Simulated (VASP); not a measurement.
# HfB: molecular dynamics at constant energy

HfB, Fm-3m (no. 225), 8 atoms in the cell. PBE, molecular dynamics; PAW potentials Hf, B (PBE set).

Ensemble: NVE; Starting temperature (K): 1000.

## Input

INCAR:
```
SYSTEM = HfB
ALGO = Fast
ANDERSEN_PROB = 0.0
EDIFF = 1E-6
ENCUT = 320
GGA = PE
IBRION = 0
ISIF = 2
ISMEAR = -1
ISYM = 0
KPAR = 2
LASPH = .True.
LCHARG = .False.
LREAL = Auto
LWAVE = .False.
MDALGO = 1
NELM = 60
NELMIN = 4
NSW = 60
POTIM = 1.0
PREC = Normal
RANDOM_SEED = 142914 0 0
SIGMA = 0.05
TEBEG = 1000
```

KPOINTS:
```
k-points
0
Gamma
  3 3 3
```

POSCAR:
```
HfB
1.0
    4.6200000000      0.0000000000      0.0000000000
    0.0000000000      4.6200000000      0.0000000000
    0.0000000000      0.0000000000      4.6200000000
Hf B
4 4
Direct
    0.5000000000      0.0000000000      0.0000000000
    0.5000000000      0.5000000000      0.5000000000
    0.0000000000      0.0000000000      0.5000000000
    0.0000000000      0.5000000000      0.0000000000
    0.0000000000      0.0000000000      0.0000000000
    0.0000000000      0.5000000000      0.5000000000
    0.5000000000      0.0000000000      0.5000000000
    0.5000000000      0.5000000000      0.0000000000
```

Commands:
```
cat potpaw_PBE.64/Hf/POTCAR potpaw_PBE.64/B/POTCAR > POTCAR
mpirun -np 2 vasp_std > vasp.out
```

## Result

- Spread of the conserved energy (meV/atom): 0.13
- Rise of the mean potential energy above the start (meV/atom): 49.6
- Mean temperature (K): 562
- Electronic steps per ionic step after the first: 4.1

Course of the run:

| Time (fs) | Temperature (K) | Potential energy less the first (meV/atom) | Conserved energy less the first (meV/atom) |
|---|---|---|---|
| 1 | 1000 | 0.0 | 0.00 |
| 6 | 905 | 10.8 | -0.01 |
| 10 | 712 | 32.6 | 0.04 |
| 15 | 499 | 56.8 | 0.11 |
| 19 | 481 | 58.8 | 0.10 |
| 24 | 630 | 41.9 | 0.04 |
| 28 | 745 | 28.9 | 0.00 |
| 33 | 746 | 28.8 | 0.01 |
| 37 | 636 | 41.1 | 0.01 |
| 42 | 414 | 66.4 | 0.05 |
| 46 | 257 | 84.1 | 0.09 |
| 51 | 215 | 88.9 | 0.09 |
| 55 | 302 | 78.9 | 0.06 |
| 60 | 442 | 63.1 | 0.02 |

The mean temperature lies below the starting 1000 K, since the atoms start on their sites and part of their kinetic energy turns into potential energy.

REPORT:
```
MDALGO =   1
         ANDERSEN_PROB =  0.00000000
               SCALING =       0
                 CNEXP =     9.000   14.000
           RANDOM_SEED =            142914                0                0

   original number of atomic DOF:         21
   number of independent constraints:      0
   number of active DOF:                  21

========================================
         MD step No.       1
========================================

  Atomic velocities initialized by STEP_tb

  >Energies
                    E_tot             E_pot             E_kin               EPS                ES
   e_b>   -0.67169288E+02   -0.68074114E+02    0.90482551E+00    0.00000000E+00    0.00000000E+00

  >Temperature
               T_sim     T_inst
   tmprt>   1000.000   1000.000

  >Thermostat, num. of collisions:                0

           RANDOM_SEED =            142914               96                0

[... steps left out ...]

========================================
         MD step No.      60
========================================

  >Energies
                    E_tot             E_pot             E_kin               EPS                ES
   e_b>   -0.67169135E+02   -0.67569041E+02    0.39990674E+00    0.00000000E+00    0.00000000E+00

  >Temperature
               T_sim     T_inst
   tmprt>   1000.000    441.971

  >Thermostat, num. of collisions:                0

           RANDOM_SEED =            142914             2928                0
```

OSZICAR:
```
N       E                     dE             d eps       ncg     rms          rms(c)
DAV:   1     0.192394901661E+02    0.19239E+02   -0.90603E+03   532   0.862E+02
DAV:   2    -0.719312072938E+02   -0.91171E+02   -0.87714E+02   765   0.152E+02
DAV:   3    -0.752154804264E+02   -0.32843E+01   -0.31322E+01   632   0.291E+01
DAV:   4    -0.752977159933E+02   -0.82236E-01   -0.81495E-01   652   0.473E+00
DAV:   5    -0.752998635240E+02   -0.21475E-02   -0.21460E-02   648   0.755E-01    0.407E+01
RMM:   6    -0.684269841553E+02    0.68729E+01   -0.16740E+01   541   0.190E+01    0.222E+01
RMM:   7    -0.681838593351E+02    0.24312E+00   -0.81465E+00   541   0.123E+01    0.356E+00
RMM:   8    -0.680740314914E+02    0.10983E+00   -0.57668E-01   532   0.431E+00    0.150E+00
RMM:   9    -0.680750632425E+02   -0.10318E-02   -0.93113E-02   549   0.161E+00    0.851E-01
RMM:  10    -0.680762293300E+02   -0.11661E-02   -0.26786E-02   538   0.826E-01    0.451E-01
RMM:  11    -0.680746348455E+02    0.15945E-02   -0.25663E-02   540   0.789E-01    0.246E-01
RMM:  12    -0.680746331900E+02    0.16555E-05   -0.38377E-03   564   0.305E-01    0.160E-01
[... left out ...]
     58 T=   392. E= -.67169041E+02 F= -.67523531E+02 E0= -.67486031E+02  EK= 0.35449E+00 SP= 0.00E+00 SK= 0.00E+00
     59 T=   419. E= -.67169107E+02 F= -.67547831E+02 E0= -.67509748E+02  EK= 0.37872E+00 SP= 0.00E+00 SK= 0.00E+00
[... last step whole ...]
       N       E                     dE             d eps       ncg     rms          rms(c)
DAV:   1    -0.675690524751E+02   -0.21221E-01   -0.11452E-02   842   0.465E-01    0.319E-03
RMM:   2    -0.675690403266E+02    0.12149E-04   -0.49958E-05   537   0.485E-02    0.223E-03
RMM:   3    -0.675690413471E+02   -0.10205E-05   -0.10050E-05   457   0.125E-02    0.160E-03
RMM:   4    -0.675690414241E+02   -0.77043E-07   -0.74168E-07   316   0.413E-03
     60 T=   442. E= -.67169135E+02 F= -.67569041E+02 E0= -.67530314E+02  EK= 0.39991E+00 SP= 0.00E+00 SK= 0.00E+00
```

Limits: 60 fs of 8 atoms are too short for converged averages; the cell is only 4.6 Å across, so each atom moves in step with near copies of itself.

VASP 6.6.1 took 198 s on 2 cores (Intel Xeon Platinum 8259CL @ 2.50GHz (Skylake/Cascade Lake)), a shared host.
